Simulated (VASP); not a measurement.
# C (Fd-3m) in VASP: settings compared

Aim: see how the results for C move with the level of theory and the settings. Levels: revTPSS, MS2. Tasks: band structure.

Everything below comes from runs of VASP 6.6.1. Logs are shortened: lines on timing, memory, paths and dates and some standing lists are left out, and cuts for length are marked.

## Step 1: The crystal as given

The structure is cubic, space group Fd-3m (No. 227). Conventional cell: a = 3.567 Å, b = 3.567 Å, c = 3.567 Å, α = 90.00°, β = 90.00°, γ = 90.00°. Around C (site symmetry -43m) lie 4 C at 1.54 Å.

This isn't the form of C at room conditions, which is graphite.

## Step 2: Band structure, revTPSS

INCAR

```
SYSTEM = C
PREC = Accurate
ENCUT = 520
EDIFF = 1E-7
ISMEAR = -1
SIGMA = 0.05
LREAL = .FALSE.
LASPH = .TRUE.
NELM = 60
ALGO = Normal
ISIF = 2
LWAVE = .FALSE.
LCHARG = .FALSE.
METAGGA = RTPSS
LMIXTAU = .TRUE.
```

KPOINTS

```
regular mesh
0
G
  13 13 13
  0 0 0
```

POSCAR

```
C
1.0
    0.0000000000      1.7833700000      1.7833700000
    1.7833700000      0.0000000000      1.7833700000
    1.7833700000      1.7833700000      0.0000000000
C
2
Direct
    0.7500000000      0.7500000000      0.7500000000
    0.5000000000      0.5000000000      0.5000000000
```

KPOINTS_OPT

```
path GXWKGLUWLK,UX
10
line-mode
reciprocal
 0.0000000000  0.0000000000  0.0000000000  G
 0.5000000000  0.0000000000  0.5000000000  X

 0.5000000000  0.0000000000  0.5000000000  X
 0.5000000000  0.2500000000  0.7500000000  W

 0.5000000000  0.2500000000  0.7500000000  W
 0.3750000000  0.3750000000  0.7500000000  K

 0.3750000000  0.3750000000  0.7500000000  K
 0.0000000000  0.0000000000  0.0000000000  G

 0.0000000000  0.0000000000  0.0000000000  G
 0.5000000000  0.5000000000  0.5000000000  L

 0.5000000000  0.5000000000  0.5000000000  L
 0.6250000000  0.2500000000  0.6250000000  U

 0.6250000000  0.2500000000  0.6250000000  U
 0.5000000000  0.2500000000  0.7500000000  W

 0.5000000000  0.2500000000  0.7500000000  W
 0.5000000000  0.5000000000  0.5000000000  L

 0.5000000000  0.5000000000  0.5000000000  L
 0.3750000000  0.3750000000  0.7500000000  K

 0.6250000000  0.2500000000  0.6250000000  U
 0.5000000000  0.0000000000  0.5000000000  X
```

Potentials or basis: VASP PAW PBE potentials, release 64 (C).

Launch:

```console
> cat potpaw_PBE.64/C/POTCAR > POTCAR
> mpirun -np 1 vasp_std > vasp.out
```

OUTCAR:

```text
SYSTEM = C
   PREC = Accurate
   ENCUT = 520
   EDIFF = 1E-7
   ISMEAR = -1
   LREAL = .FALSE.
   LASPH = .TRUE.
   NELM = 60
   ISIF = 2
   METAGGA = RTPSS

 ion  position               nearest neighbor table
   1  0.750  0.750  0.750-   2 1.54   2 1.54   2 1.54   2 1.54
   2  0.500  0.500  0.500-   1 1.54   1 1.54   1 1.54   1 1.54

  LATTYP: Found a face centered cubic cell.
 ALAT       =     3.5667400000

  Lattice vectors:

 A1 = (   0.0000000000,   1.7833700000,   1.7833700000)
 A2 = (   1.7833700000,   0.0000000000,   1.7833700000)
 A3 = (   1.7833700000,   1.7833700000,   0.0000000000)

Analysis of symmetry for initial positions (statically):
=====================================================================
 Subroutine PRICEL returns:
 Original cell was already a primitive cell.

 Routine SETGRP: Setting up the symmetry group for a
 face centered cubic supercell.

 Subroutine GETGRP returns: Found 48 space group operations
 (whereof 24 operations were pure point group operations)
 out of a pool of 48 trial point group operations.

The static configuration has the point symmetry T_d .
 The point group associated with its full space group is O_h .

Analysis of symmetry for dynamics (positions and initial velocities):
=====================================================================
 Subroutine PRICEL returns:
 Original cell was already a primitive cell.

 Routine SETGRP: Setting up the symmetry group for a
 face centered cubic supercell.

 Subroutine GETGRP returns: Found 48 space group operations
 (whereof 24 operations were pure point group operations)
 out of a pool of 48 trial point group operations.

The dynamic configuration has the point symmetry T_d .
 The point group associated with its full space group is O_h .

 Subroutine INISYM returns: Found 48 space group operations
 (whereof 24 operations are pure point group operations),
 and found     1 'primitive' translations

----------------------------------------------------------------------------------------

                                     Primitive cell

  volume of cell :      11.3437

  direct lattice vectors                    reciprocal lattice vectors
     0.000000000  1.783370000  1.783370000    -0.280368067  0.280368067  0.280368067
     1.783370000  0.000000000  1.783370000     0.280368067 -0.280368067  0.280368067
     1.783370000  1.783370000  0.000000000     0.280368067  0.280368067 -0.280368067

  length of vectors
     2.522066041  2.522066041  2.522066041     0.485611737  0.485611737  0.485611737

  position of ions in fractional coordinates (direct lattice)
     0.750000000  0.750000000  0.750000000
     0.500000000  0.500000000  0.500000000

  ion indices of the primitive-cell ions
   primitive index   ion index
                 1           1
                 2           2

----------------------------------------------------------------------------------------

 KPOINTS: regular mesh

Automatic generation of k-mesh.
 Grid dimensions read from file:
 generate k-points for:   13   13   13

 Generating k-lattice:

  Cartesian coordinates                     Fractional coordinates (reciprocal lattice)
    -0.021566774  0.021566774  0.021566774     0.076923077  0.000000000  0.000000000
     0.021566774 -0.021566774  0.021566774     0.000000000  0.076923077  0.000000000
     0.021566774  0.021566774 -0.021566774     0.000000000  0.000000000  0.076923077

  Length of vectors
     0.037354749  0.037354749  0.037354749

  Shift w.r.t. Gamma in fractional coordinates (k-lattice)
     0.000000000  0.000000000  0.000000000

 Subroutine IBZKPT returns following result:
 ===========================================

 Found     84 irreducible k-points:

 Following reciprocal coordinates:
            Coordinates               Weight
  0.000000  0.000000  0.000000      1.000000
  0.076923  0.000000  0.000000      8.000000
  0.153846  0.000000  0.000000      8.000000
  0.230769  0.000000  0.000000      8.000000
  0.307692  0.000000  0.000000      8.000000
  0.384615  0.000000  0.000000      8.000000
[... 42 lines left out ...]
 -0.461538  0.461538  0.000000     12.000000
  0.230769  0.153846  0.076923     24.000000
 [... further k-points ...]
   k-points           NKPTS =     84   k-points in BZ     NKDIM =     84   number of bands    NBANDS=      8
   number of dos      NEDOS =    301   number of ions     NIONS =      2
   total plane-waves  NPLWV =   8000
   dimension x,y,z NGX =    20 NGY =   20 NGZ =   20
   dimension x,y,z NGXF=    40 NGYF=   40 NGZF=   40
   ions per type =               2
   NGX,Y,Z   is equivalent  to a cutoff of  13.18, 13.18, 13.18 a.u.
   NGXF,Y,Z  is equivalent  to a cutoff of  26.37, 26.37, 26.37 a.u.
 SYSTEM =  C
   PREC   = accura    normal or accurate (medium, high low for compatibility)
   ISTART =      0    job   : 0-new  1-cont  2-samecut
   ICHARG =      2    charge: 1-file 2-atom 10-const
   ISPIN  =      1    spin polarized calculation?
   LNONCOLLINEAR =      F non collinear calculations
   LSORBIT =      F    spin-orbit coupling
   LASPH  =      T    aspherical Exc in radial PAW
   ENCUT  =  520.0 eV  38.22 Ry    6.18 a.u.   4.69  4.69  4.69*2*pi/ulx,y,z
   NELM   =     60;   NELMIN=  2; NELMDL= -5     # of ELM steps
   EDIFF  = 0.1E-06   stopping-criterion for ELM
   LREAL  =      F    real-space projection
   EDIFFG = 0.1E-05   stopping-criterion for IOM
   NSW    =      0    number of steps for IOM
   IBRION =     -1    ionic relax: 0-MD 1-quasi-New 2-CG
   NFREE  =      0    steps in history (QN), initial steepest desc. (CG)
   ISIF   =      2    stress and relaxation
   ISYM   =      2    0-nonsym 1-usesym 2-fastsym
   POTIM  = 0.5000    time-step for ionic-motion
   TEBEG  =    0.0;   TEEND  =   0.0 temperature during run
   PSTRESS=    0.0 pullay stress
   NELECT =       8.0000    total number of electrons
   NUPDOWN=      -1.0000    fix difference up-down
   EMIN   =  10.00;   EMAX   =-10.00  energy-range for DOS
   EFERMI =   0.00;   METHOD = LEGACY
   ISMEAR =    -1;   SIGMA  =   0.05  broadening in eV -4-tet -1-fermi 0-gaus
   EFERMI_NEDOS =   21; number of points for ismear=-14 and -15
   IALGO  =     38    algorithm
   IMIX   =      4    mixing-type and parameters
     AMIX     =   0.40;   BMIX     =  1.00
     AMIX_MAG =   1.60;   BMIX_MAG =  1.00
  volume/ion in A,a.u.               =       5.67        38.28
  Fermi-wavevector in a.u.,A,eV,Ry     =   1.457203  2.753714 28.891161  2.123440
  Thomas-Fermi vector in A             =   2.574032
   LORBIT       =      0    0 simple, 1 ext, 2 COOP (PROOUT), +10 PAW based schemes
   METAGGA = RTPSS    functional components
   LHFCALC =     F    Hartree Fock is set to
   AEXX    =    0.0000 exact exchange contribution
   IVDW    =     0    specifies the selected vdW correction
   LEPSILON=     F    determine dielectric tensor
   LRPA    =     F    only Hartree local field effects (RPA)
 non-spin polarized calculation
  energy-cutoff  :      520.00
  volume of cell :       11.34
 maximum number of plane-waves:       322
   NGX =  9   NGY =  9   NGZ =  9

 number of electron       7.9999999 magnetization

 Free energy of the ion-electron system (eV)
  ---------------------------------------------------
  ext. energy  EPLUGINS =         0.00000000
  ---------------------------------------------------
  free energy    TOTEN  =       -20.49127888 eV

  energy without entropy =      -20.49127888  energy(sigma->0) =      -20.49127888

 E-fermi :  10.6700     XC(G=0): -13.6272

 val. band max:        9.8011322324   @ k =   0.0000   0.0000   0.0000
 cond. band min:      13.8251009093   @ k =   0.3846   0.3846   0.0000
 fundamental gap:      4.0239686769
 Fermi energy:        10.6699914836

 k-point     1 :       0.0000    0.0000    0.0000
  band No.  band energies     occupation
      1     -12.1756      2.00000
      2       9.8011      2.00000
      3       9.8011      2.00000
      4       9.8011      2.00000
      5      15.5643      0.00000
      6      15.5643      0.00000
      7      15.5643      0.00000
      8      23.2301      0.00000

 k-point     2 :       0.0769    0.0000    0.0000
  band No.  band energies     occupation
      1     -12.0085      2.00000
      2       8.7125      2.00000
      3       9.5195      2.00000
      4       9.5195      2.00000
      5      15.9354      0.00000
      6      15.9354      0.00000
      7      16.1803      0.00000
      8      23.3804      0.00000

 k-point     3 :       0.1538    0.0000    0.0000
  band No.  band energies     occupation
      1     -11.5089      2.00000
      2       6.3875      2.00000
      3       8.8829      2.00000
      4       8.8829      2.00000
      5      16.7772      0.00000
      6      16.7772      0.00000
      7      17.1667      0.00000
      8      23.8120      0.00000

 k-point     4 :       0.2308    0.0000    0.0000
  band No.  band energies     occupation
      1     -10.6829      2.00000
      2       3.7210      2.00000
      3       8.1921      2.00000
      4       8.1921      2.00000
      5      17.6250      0.00000
      6      17.6250      0.00000
      7      17.8757      0.00000
      8      24.4234      0.00000

 k-point     5 :       0.3077    0.0000    0.0000
  band No.  band energies     occupation
      1      -9.5443      2.00000
      2       1.0566      2.00000
      3       7.6078      2.00000
      4       7.6078      2.00000
      5      18.1751      0.00000
      6      18.1751      0.00000
      7      18.2925      0.00000
      8      25.0081      0.00000
[... 353 lines left out ...]
 k-point    38 :       0.3077    0.3077    0.0000
  band No.  band energies     occupation
      1      -8.6693      2.00000
      2       3.2967      2.00000
      3       4.7282      2.00000
      4       4.7282      2.00000
      5      13.9435      0.00000
      6      18.1273      0.00000
      7      23.4631      0.00000
      8      23.4631      0.00000

 k-point    39 :       0.3846    0.3077    0.0000
  band No.  band energies     occupation
      1      -7.6596      2.00000
      2       1.8066      2.00000
      3       3.9176      2.00000
      4       4.3387      2.00000
      5      14.2850      0.00000
      6      17.4838      0.00000
      7      24.3135      0.00000
      8      24.3283      0.00000

 k-point    40 :       0.4615    0.3077    0.0000
  band No.  band energies     occupation
      1      -6.3754      2.00000
      2       0.1730      2.00000
      3       2.6659      2.00000
      4       4.2293      2.00000
      5      14.9555      0.00000
      6      18.1588      0.00000
      7      24.5270      0.00000
      8      24.7165      0.00000

 [... further k-points ...]

------------------------ aborting loop because EDIFF is reached ----------------------------------------

  FORCE on cell =-STRESS in cart. coord.  units (eV):
  Direction    XX          YY          ZZ          XY          YZ          ZX
  --------------------------------------------------------------------------------------
  -------------------------------------------------------------------------------------
  Total       -0.1132029     -0.1132029     -0.1132029     -0.0000000     -0.0000000     -0.0000000
  in kB      -15.9887198    -15.9887198    -15.9887198     -0.0000000     -0.0000000     -0.0000000
  external PRESSURE =     -15.9887198 kB  Pullay stress =       0.0000000 kB

 VOLUME and BASIS-vectors are now :
 -----------------------------------------------------------------------------
  energy-cutoff  :      520.00
  volume of cell :       11.34
      direct lattice vectors                 reciprocal lattice vectors
     0.000000000  1.783370000  1.783370000    -0.280368067  0.280368067  0.280368067
     1.783370000  0.000000000  1.783370000     0.280368067 -0.280368067  0.280368067
     1.783370000  1.783370000  0.000000000     0.280368067  0.280368067 -0.280368067

 POSITION                                       TOTAL-FORCE (eV/Angst)
 -----------------------------------------------------------------------------------
      2.67505      2.67505      2.67505        -0.000000     -0.000000     -0.000000
      1.78337      1.78337      1.78337         0.000000      0.000000      0.000000
 -----------------------------------------------------------------------------------
    total drift:                                0.000000     -0.000000      0.000000

  FREE ENERGIE OF THE ION-ELECTRON SYSTEM (eV)
  ---------------------------------------------------
  free  energy   TOTEN  =       -20.4912788839 eV

  energy  without entropy=      -20.4912788838  energy(sigma->0) =      -20.49127888
```

Wall time 49 s (1 thread of Intel Xeon Platinum 8488C (Sapphire Rapids), shared host); peak memory 0.12 GiB.

Results:

- Free energy: -20.4913 eV
- Pressure: -1.6 GPa
- Band gap on the k mesh: 4.02 eV, indirect (least direct gap 5.76 eV)
- Band gap along the path: 4.03 eV, indirect (least direct gap 5.76 eV)

Levels at the corners of the path, in eV from the valence-band top:
```
point  band 1  band 2  band 3  band 4  band 5  band 6  band 7  band 8
    Γ  -21.98    0.00    0.00    0.00    5.76    5.76    5.76   13.43
    X  -13.08  -13.08   -6.40   -6.40    4.60    4.60   17.28   17.28
    X  -13.08  -13.08   -6.40   -6.40    4.60    4.60   17.28   17.28
    W  -12.28  -12.28   -8.51   -8.51   10.61   10.61   12.57   12.57
    W  -12.28  -12.28   -8.51   -8.51   10.61   10.61   12.57   12.57
    K  -13.31  -12.03   -9.53   -5.45    5.56   10.79   14.75   15.97
    K  -13.31  -12.03   -9.53   -5.45    5.56   10.79   14.75   15.97
    Γ  -21.98    0.00    0.00    0.00    5.76    5.76    5.76   13.43
    Γ  -21.98    0.00    0.00    0.00    5.76    5.76    5.76   13.43
    L  -16.10  -13.68   -2.84   -2.84    8.65    8.65    8.83   15.70
    L  -16.10  -13.68   -2.84   -2.84    8.65    8.65    8.83   15.70
    U  -13.31  -12.03   -9.53   -5.45    5.56   10.79   14.75   15.97
    U  -13.31  -12.03   -9.53   -5.45    5.56   10.79   14.75   15.97
    W  -12.28  -12.28   -8.51   -8.51   10.61   10.61   12.57   12.57
    W  -12.28  -12.28   -8.51   -8.51   10.61   10.61   12.57   12.57
    L  -16.10  -13.68   -2.84   -2.84    8.65    8.65    8.83   15.70
    L  -16.10  -13.68   -2.84   -2.84    8.65    8.65    8.83   15.70
    K  -13.31  -12.03   -9.53   -5.45    5.56   10.79   14.75   15.97
    U  -13.31  -12.03   -9.53   -5.45    5.56   10.79   14.75   15.97
    X  -13.08  -13.08   -6.40   -6.40    4.60    4.60   17.28   17.28
```

Caveat: the PAW data sets were made with another functional, which shifts forces and pressure a little.

## Step 3: Band structure, MS2

INCAR

```
SYSTEM = C
PREC = Accurate
ENCUT = 520
EDIFF = 1E-6
ISMEAR = -1
SIGMA = 0.05
LREAL = .FALSE.
LASPH = .TRUE.
NELM = 100
ALGO = Normal
ISIF = 2
LWAVE = .FALSE.
LCHARG = .FALSE.
METAGGA = MS2
LMIXTAU = .TRUE.
NBANDS = 11
```

KPOINTS

```
Automatic mesh
0
G
  13 13 13
  0 0 0
```

POSCAR is that of step 2.

KPOINTS_OPT is that of step 2.

Potentials or basis: VASP PAW PBE potentials, release 64 (C).

Launch:

```console
> cat potpaw_PBE.64/C/POTCAR > POTCAR
> mpirun -np 1 vasp_std > vasp.out
```

Run time: 59 s. Hardware: 1 thread of Intel Xeon Platinum 8488C (Sapphire Rapids), shared host; peak memory 0.13 GiB.

It converged, with:

```yaml
Free_energy: -21.9665 eV
Pressure: -5.0 GPa
Band_gap_on_the_k_mesh: 4.78 eV, indirect (least direct gap 6.65 eV)
Band_gap_along_the_path: 4.78 eV, indirect (least direct gap 6.65 eV)
```

Levels at the corners of the path, in eV from the valence-band top:
```tsv
point	band 2	band 3	band 4	band 5	band 6	band 7
Γ	0.00	0.00	0.00	6.65	6.65	6.65
X	-13.08	-6.27	-6.27	5.35	5.35	18.50
X	-13.08	-6.27	-6.27	5.35	5.35	18.50
W	-12.32	-8.28	-8.28	11.32	11.32	13.65
W	-12.32	-8.28	-8.28	11.32	11.32	13.65
K	-12.01	-9.28	-5.33	6.33	11.61	15.87
K	-12.01	-9.28	-5.33	6.33	11.61	15.87
Γ	0.00	0.00	0.00	6.65	6.65	6.65
Γ	0.00	0.00	0.00	6.65	6.65	6.65
L	-13.51	-2.76	-2.76	9.54	9.54	9.68
L	-13.51	-2.76	-2.76	9.54	9.54	9.68
U	-12.01	-9.28	-5.33	6.33	11.61	15.87
U	-12.01	-9.28	-5.33	6.33	11.61	15.87
W	-12.32	-8.28	-8.28	11.32	11.32	13.65
W	-12.32	-8.28	-8.28	11.32	11.32	13.65
L	-13.51	-2.76	-2.76	9.54	9.54	9.68
L	-13.51	-2.76	-2.76	9.54	9.54	9.68
K	-12.01	-9.28	-5.33	6.33	11.61	15.87
U	-12.01	-9.28	-5.33	6.33	11.61	15.87
X	-13.08	-6.27	-6.27	5.35	5.35	18.50
```

Caveat: the PAW data sets were made with another functional, which shifts forces and pressure a little.
